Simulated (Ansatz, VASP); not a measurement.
## One calculation of Sn, two programs

```xyz
1
Lattice="-1.8724 1.8724 1.8724 1.8724 -1.8724 1.8724 1.8724 1.8724 -1.8724" Properties=species:S:1:pos:R:3 pbc="T T T"
Sn    0.0000    0.0000    0.0000
```

This isn't the form of Sn at room conditions, which is tetragonal (white tin).

Alike in both runs: task single point; functional PBEsol; k mesh 22 × 22 × 22; occupations gaussian, width 0.15 eV; no spin polarisation.

|  | VASP | Ansatz |
| --- | --- | --- |
| version | VASP 6.6.1 | Ansatz 0.2.0 |
| potentials or method | VASP PAW PBE potentials, release 64 (Sn_d) | scalar-relativistic, plane waves, PAW |
| plane-wave cutoff (eV) | 520 | 420 |
| valence electrons in the cell | 14 | 14 |

```csv
,VASP,Ansatz,Ansatz less VASP
gap on the k mesh at the Fermi level (eV),none,none,-
pressure (GPa),-0.4,-0.3,+0.06
```

A gap of «none» marks a metal or a gap that the smearing closes. The functional is the same, so the differences come from potentials, cutoffs and numerics.

Caveats: the PAW data sets were made with another functional, which shifts forces and pressure a little (VASP).
